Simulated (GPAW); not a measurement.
# MnS (P6_3mc) in GPAW: single point with PBEsol

Aim: the single point of MnS with PBEsol.

Everything below comes from runs of GPAW 26.7.0. Logs are shortened: lines on timing, memory, paths and dates and some standing lists are left out, and cuts for length are marked. The log counts tension as positive stress, the text compression.

### 1 The crystal as given

The structure is hexagonal, space group P6_3mc (No. 186). Conventional cell: a = 3.954 Å, b = 3.954 Å, c = 6.343 Å, α = 90.00°, β = 90.00°, γ = 120.00°. Mn (site symmetry 3m) is surrounded by 4 S at 2.36 to 2.42 Å. Around S (site symmetry 3m) lie 4 Mn at 2.36 to 2.42 Å.

The cell is a database's computed one.

### 2 Single point, PBEsol, collinear spin, ferromagnetic start

Contents of run.py:

```python
from ase import Atoms
from ase.dft.bandgap import bandgap
from ase.io import write
from ase.units import GPa
from gpaw import GPAW, PW, setup_paths

setup_paths.insert(0, '.')

atoms = Atoms(['Mn', 'Mn', 'S', 'S'],
              cell=[[3.9535769233, 0.0, 0.0],
                    [-1.9767884617, 3.4238980514, 0.0],
                    [0.0, 0.0, 6.34252886]],
              scaled_positions=[[0.6666666667, 0.3333333333, 0.49884467],
                                [0.3333333333, 0.6666666667, 0.99884467],
                                [0.3333333333, 0.6666666667, 0.6261543],
                                [0.6666666667, 0.3333333333, 0.1261543]],
              pbc=True)
atoms.set_initial_magnetic_moments([5.0, 5.0, 0.0, 0.0])

calc = GPAW(mode=PW(450),
            xc='PBEsol',
            kpts={'size': (6, 6, 4), 'gamma': True},
            occupations={'name': 'fermi-dirac', 'width': 0.05},
            nbands=38,
            maxiter=120,
            txt='gpaw.txt')
atoms.calc = calc
energy = atoms.get_potential_energy()
forces = atoms.get_forces()
stress = atoms.get_stress()
calc.write('gs.gpw')
write('result.traj', atoms)
print(f'Energy: {energy:.6f} eV')
print('Forces (eV/A):')
print(forces.round(4))
print('Stress (GPa):', (stress / GPa).round(3))
print('Moments:', calc.get_magnetic_moments().round(3))
print('Fermi level:', round(calc.get_fermi_level(), 4), 'eV')
print(f'Gap: {bandgap(calc)[0]:.4f} eV, direct: {bandgap(calc, direct=True)[0]:.4f} eV')
```

Potentials or basis: PAW data sets generated in the run's folder for this functional, pw.

On the command line:

```bash
$ gpaw-setup -f PBEsol Mn S
$ OMP_NUM_THREADS=1 python run.py
```

gpaw.txt:

```text
__  _  _
 | _ |_)|_||  |
 |__||  | ||/\| - 26.7.0

Input parameters:
  mode=PW(ecut=450.00000000000006),
  kpts=MonkhorstPack(size=(6, 6, 4), gamma=True),
  maxiter=120,
  nbands=38,
  occupations=Occupations(name='fermi-dirac', width=0.05),
  xc=XC(name='PBEsol')

Diagonalizing LCAO Hamiltonian
Converting LCAO to pw mode

        Mn

        S
            Mn

            S

Atoms  # Å, Bohr magnetons
|   | symbol |         x |        y |        z |    initial magnetic moments |
|---|--------|-----------|----------|----------|-----------------------------|
| 0 |     Mn |  1.976788 | 1.141299 | 3.163937 | ( 0.0000,  0.0000,  5.0000) |
| 1 |     Mn | -0.000000 | 2.282599 | 6.335201 | ( 0.0000,  0.0000,  5.0000) |
| 2 |      S | -0.000000 | 2.282599 | 3.971402 | ( 0.0000,  0.0000,  0.0000) |
| 3 |      S |  1.976788 | 1.141299 | 0.800137 | ( 0.0000,  0.0000,  0.0000) |

Unit cell  # Å
| periodic |         x |        y |        z |  lengths |     angles |
|----------|-----------|----------|----------|----------|------------|
|      yes |  3.953577 | 0.000000 | 0.000000 | 3.953577 |  90.000000 |
|      yes | -1.976788 | 3.423898 | 0.000000 | 3.953577 |  90.000000 |
|      yes |  0.000000 | 0.000000 | 6.342529 | 6.342529 | 120.000000 |

Number of symmetries: 6
Symmetry operations  # r_c * U_cc + t_c -> r_c
|   | kind |            matrix            |
|---|------|------------------------------|
| 0 |  σ   |  1, 1, 0,  0,-1, 0,  0, 0, 1 |
| 1 |  E   |  1, 0, 0,  0, 1, 0,  0, 0, 1 |
| 2 |  C3  |  0, 1, 0, -1,-1, 0,  0, 0, 1 |
| 3 |  σ   |  0,-1, 0, -1, 0, 0,  0, 0, 1 |
| 4 |  σ   | -1, 0, 0,  1, 1, 0,  0, 0, 1 |
| 5 |  C3  | -1,-1, 0,  1, 0, 0,  0, 0, 1 |

BZ-sampling:
  Number of BZ points: 144
  Number of IBZ points: 24

  Monkhorst-Pack size: [6, 6, 4]
  Monkhorst-Pack shift: [0.08333333333333333, 0.08333333333333333, 0.125]

K-points  # in reciprocal-cell coordinates
|     |                                coordinates |     weight |
|-----|--------------------------------------------|------------|
|   0 | (  0.00000000,   0.00000000,   0.00000000) | 0.00694444 |
|   1 | (  0.00000000,   0.00000000,   0.25000000) | 0.01388889 |
|   2 | (  0.00000000,   0.00000000,   0.50000000) | 0.00694444 |
|   3 | (  0.16666667,   0.00000000,  -0.25000000) | 0.04166667 |
|   4 | (  0.16666667,   0.00000000,   0.00000000) | 0.04166667 |
|   5 | (  0.16666667,   0.00000000,   0.25000000) | 0.04166667 |
|   6 | (  0.16666667,   0.00000000,   0.50000000) | 0.04166667 |
|   7 | (  0.33333333,  -0.16666667,   0.00000000) | 0.04166667 |
|   8 | (  0.33333333,  -0.16666667,   0.25000000) | 0.08333333 |
|   9 | (  0.33333333,  -0.16666667,   0.50000000) | 0.04166667 |
| ... |                                            |            |
|  23 | (  0.50000000,   0.50000000,   0.50000000) | 0.02083333 |

Plane wave coefficients: 1890
Cutoff: 450.00000000000006 eV

Spin-components: 2 (collinear spins)
Bands:           38
Projectors:      22
Spin-degeneracy: 1
Datatype:        complex128

Parallelization:
  kpt:    1
  domain: 1
  band:   1

Density:
  Valence electrons: 42.0
  Components: 2
  Grid points: [20 20 32]
  Charge: 0.0  # |e|

Potential:
  Grid points: [20 20 32]

species:
  Mn:
    name:    Manganese
    Z:       25.0
    valence: 15
    core:    10
    charge:  0.0  # [|e|]
    compensation charges:
      type: gauss
      rc: 0.38  # [Å]
      lmax: 2
    cutoffs:
      filter: 2.14  # [Å]
      core: 0.86  # [Å]
    projectors
    | kind |    occ | energy [eV] | rcut [Å] |
    |------|--------|-------------|----------|
    |   3s |  2.000 |     -85.624 |    1.275 |
    |   4s |  2.000 |      -5.124 |    1.275 |
    |   3p |  6.000 |     -54.486 |    1.281 |
    |   4p |  0.000 |      -1.348 |    1.281 |
    |   3d |  5.000 |      -6.794 |    1.138 |
    |    d |        |      20.417 |    1.138 |

    Using partial waves for Mn as LCAO basis

  S:
    name:    Sulfur
    Z:       16.0
    valence: 6
    core:    10
    charge:  0.0  # [|e|]
    compensation charges:
      type: gauss
      rc: 0.24  # [Å]
      lmax: 2
    cutoffs:
      filter: 1.77  # [Å]
      core: 1.66  # [Å]
    projectors
    | kind |    occ | energy [eV] | rcut [Å] |
    |------|--------|-------------|----------|
    |   3s |  2.000 |     -17.192 |    0.974 |
    |   3p |  4.000 |      -6.978 |    0.979 |
    |    s |        |      10.020 |    0.974 |
    |    p |        |      20.234 |    0.979 |
    |    d |        |       0.000 |    0.900 |

    Using partial waves for S as LCAO basis

Reference energy: -84647.024017  # eV

eigensolver:
  PPCG
  Converge bands: occupied
  niter=2

density mixing:
  MSR1-Mixer
  Pratt-step length: 0.05
  Maximum mixing coefficient: 0.75
  Old densities: 10
  SVD Regularization: 0.005
  Good broyden scale: 1.0
  Trust region scale: 1.0
  Backstep threshold: 4.0
  History deletion threshold: 6.0
  Fourier metric: weight=20.0, sigma=0.015

occupation numbers:
  Fermi-Dirac:
    width: 0.0500  # eV

poisson solver:
  ecut: 3600.0000000000005  # eV

xc functional:
  name: PBEsol with 2 nearest neighbor stencil

convergence criteria:
- Maximum [total energy] change in last 3 cyles: 0.0005 eV / valence electron
- Maximum integral of absolute [dens]ity change: 0.0001 electrons / valence electron
- Maximum integral of absolute [eigenst]ate change: 4e-08 eV^2 / valence electron
maximum number of iterations: 120

SCF iterations
|iter     | |      energy | eigst |  dens |  magmom |
|---------|-|-------------|-------|-------|---------|
|iter:   1| |  -30.942732 | +0.21 |       | +10.0091|
|iter:   2| |  -30.919219 | -1.55 | -1.11 | +10.0066|
|iter:   3| |  -30.680020 | -1.91 | -1.14 |  +9.8855|
|iter:   4| |  -30.721329 | -2.34 | -1.64 |  +9.7927|
|iter:   5| |  -30.697250 | -2.97 | -1.90 |  +9.7958|
|iter:   6| |  -30.701000 | -3.81 | -2.18 |  +9.7782|
|iter:   7| |  -30.699989c| -4.03 | -2.39 |  +9.7616|
|iter:   8| |  -30.700045c| -5.47 | -3.07 |  +9.7625|
|iter:   9| |  -30.700056c| -6.30 | -3.46 |  +9.7629|
|iter:  10| |  -30.700058c| -7.08 | -3.85 |  +9.7632|
|iter:  11| |  -30.700059c| -7.76c| -4.26c|  +9.7634|

Converged in 11 steps
Energy contributions relative to reference atoms: (reference = -84647.024017)

Energy contributions:
  Kinetic:          33.805872
  Coulomb:         -29.779951
  Zero:              0.304904
  External:          0.000000
  Xc:              -35.023274
  Entropy:          -0.015218
  Spinorbit:         0.000000
  ----------------------------
  Free energy:     -30.707668
  Extrapolated:    -30.700059

dipole moment: (-0.000047, 0.000028, 10.596596)  # |e|*Ang

Total magnetic moment: (0.000000, 0.000000, 9.763386)

Local magnetic moments
|        x |        y |        z |
|----------|----------|----------|
| 0.000000 | 0.000000 | 4.182779 |  # Mn   0
| 0.000000 | 0.000000 | 4.182798 |  # Mn   1
| 0.000000 | 0.000000 | 0.088904 |  # S    2
| 0.000000 | 0.000000 | 0.088903 |  # S    3

Fermi level: 4.980
Eigenvalues  # (at kpt = [0.000, 0.000, 0.000])
| band index |      eig [eV] | occ [0-1] |      eig [eV] | occ [0-1] |
|------------|---------------|-----------|---------------|-----------|
|          0 |       -76.636 |     1.000 |       -72.060 |     1.000 |
|        ... |               |           |               |           |
|         12 |         0.042 |     1.000 |         1.596 |     1.000 |
|         13 |         0.042 |     1.000 |         1.597 |     1.000 |
|         14 |         0.212 |     1.000 |         1.610 |     1.000 |
|         15 |         0.212 |     1.000 |         1.610 |     1.000 |
|         16 |         1.659 |     1.000 |         5.448 |     0.000 |
|         17 |         1.659 |     1.000 |         5.448 |     0.000 |
|         18 |         1.951 |     1.000 |         5.766 |     0.000 |
|         19 |         1.951 |     1.000 |         5.962 |     0.000 |
|         20 |         2.129 |     1.000 |         5.963 |     0.000 |
|         21 |         4.185 |     1.000 |         6.913 |     0.000 |
|         22 |         4.185 |     1.000 |         7.110 |     0.000 |
|         23 |         5.248 |     0.005 |         7.110 |     0.000 |
|         24 |         5.326 |     0.001 |         7.942 |     0.000 |
|         25 |         5.326 |     0.001 |         8.183 |     0.000 |
|         26 |         5.906 |     0.000 |         8.183 |     0.000 |
|        ... |               |           |               |           |
|         37 |        15.559 |     0.000 |        16.459 |     0.000 |

No gap
No difference between direct/indirect transitions

Forces  # eV/Ang
|       x |        y |        z |
|---------|----------|----------|
| 0.00000 |  0.00000 |  0.27793 |  # Mn   0
| 0.00000 | -0.00000 |  0.27844 |  # Mn   1
| 0.00000 |  0.00000 | -0.27833 |  # S    2
| 0.00000 |  0.00000 | -0.27795 |  # S    3

Stress tensor  # eV/Ang^3
|         x |         y |         z |
|-----------|-----------|-----------|
|  0.008650 |  0.000000 | -0.000000 |
|  0.000000 |  0.008650 | -0.000000 |
| -0.000000 | -0.000000 | -0.007449 |

# Writing to gs.gpw (mode='')
```

Wall time 65 s (1 thread of Arm Neoverse V1, shared host); peak memory 0.22 GiB.

Results:

* Free energy: -30.7077 eV
* Pressure: -0.5 GPa
* Largest force: 0.278 eV/Å
* Band gap on the k mesh: none (metal or under the smearing width)
* Net moment: 9.76 μB per cell
* Site moments: Mn +4.18; S +0.09 μB

Forces on the atoms (eV/Å):
```
Mn   0.000  0.000  0.278
Mn   0.000  0.000  0.278
S    0.000  0.000 -0.278
S    0.000  0.000 -0.278
```

Caveat: the cutoff is short for stress and forces, so pressures can be off by a GPa or more; semilocal functionals often make such compounds metallic where correlation or magnetic order opens a gap, which also shifts bond lengths; only a ferromagnetic start was run, and an antiferromagnetic order may lie lower in energy.
